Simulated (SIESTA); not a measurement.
# Sn under changes of volume

One of the cells (28.203 Å³/atom); the others are scaled copies at fixed shape and fractional positions:

```
Sn
1.0
    -2.95961    2.95961    1.60989
     2.95961   -2.95961    1.60989
     2.95961    2.95961   -1.60989
Sn
2
Direct
  0.00000 0.00000 0.00000
  0.75000 0.25000 0.50000
```

```yaml
Program: SIESTA 5.4.2
Functional: PBEsol
Potentials_or_basis: PseudoDojo 0.4 standard (PBEsol files)
Basis: DZP (energy shift 0.003 Ry; two zetas on semicore shells)
Grid_cutoff: 500 Ry
Energy_shift: 0.003 Ry
k_mesh: 9 × 9 × 9
Occupations: fermi-dirac, width 0.05 eV
Spin: no spin polarisation
```

```csv
volume (Å³/atom),energy over the lowest point (meV/atom),pressure (GPa)
25.991,?,?
26.544,4.05,1.8
27.097,0.00,0.6
28.203,3.74,-1.5
28.756,10.46,-2.4
29.309,20.10,-3.2
```

Q: What does the run at 25.991 Å³/atom give?

A: Energy over the lowest point 12.37 meV/atom; pressure 3.1 GPa.

Worked out: A Birch-Murnaghan fit of order 3 (a polynomial in V^(-2/3)) to the other rows has its minimum at 27.36 Å³/atom with B0 = V·E''(V) = 55 GPa and B' = 5.2 at fixed shape and positions, which overstates the stiffness. It gives 12.69 meV/atom at 25.991 Å³/atom, against the run's 12.37, and -dE/dV = 3.2 GPa, against 3.1.

Energies are extrapolated to zero smearing.

Caveats: the basis of atomic orbitals isn't converged, which shifts pressures, moduli and gaps.
